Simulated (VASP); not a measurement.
Write the native input for VASP 6.6.1 that does the following.

```yaml
Task: single point
Functional: PBE
Potentials_or_basis: VASP PAW PBE potentials, release 64 (Y_sv)
Cutoff: 520 eV
k_mesh: 6 × 6 × 4
Occupations: gaussian, width 0.1 eV
Spin: no spin polarisation
Dipole_correction: no
Further_INCAR_settings: ALGO = Normal; EDIFF = 1e-06; NBANDS = 24
```

The structure of Y lies in POSCAR:

```
Y
1.0
    5.6866278702      0.0000000001      0.0000000000
   -2.8433139352      4.9247641974      0.0000000000
    0.0000000000      0.0000000000      3.5371491635
Y
3
Direct
    0.3333470967      0.0000000000      0.3333333333
    0.0000000000      0.3333470967      0.6666666667
    0.6666529033      0.6666529033      0.0000000000
```

The cell was built by a generator and needn't be a form met in nature.

The input as run:

INCAR

```
SYSTEM = Y
ALGO = Normal
EDIFF = 1E-6
ENCUT = 520
GGA = PE
ISIF = 2
ISMEAR = 0
LASPH = .True.
LCHARG = .True.
LELF = .True.
LREAL = .False.
LVHAR = .True.
LWAVE = .False.
NBANDS = 24
NELM = 100
PREC = Accurate
SIGMA = 0.1
```

KPOINTS

```
k-points
0
Gamma
  6 6 4
  0 0 0
```

Potentials or basis: VASP PAW PBE potentials, release 64 (Y_sv).

Command:

```console
$ cat potpaw_PBE.64/Y_sv/POTCAR > POTCAR
$ mpirun -np 1 vasp_std > vasp.out
```

It gave:

The pressure is 0.0 GPa and the band gap on the k mesh is none (metal or under the smearing width).

Caveat: the k mesh is coarse (spacing up to 0.44 Å⁻¹), so the values aren't converged.

It took 59 s on 1 thread of AMD EPYC 9R14 (Zen 4), on a shared host, peak memory 0.2 GiB.
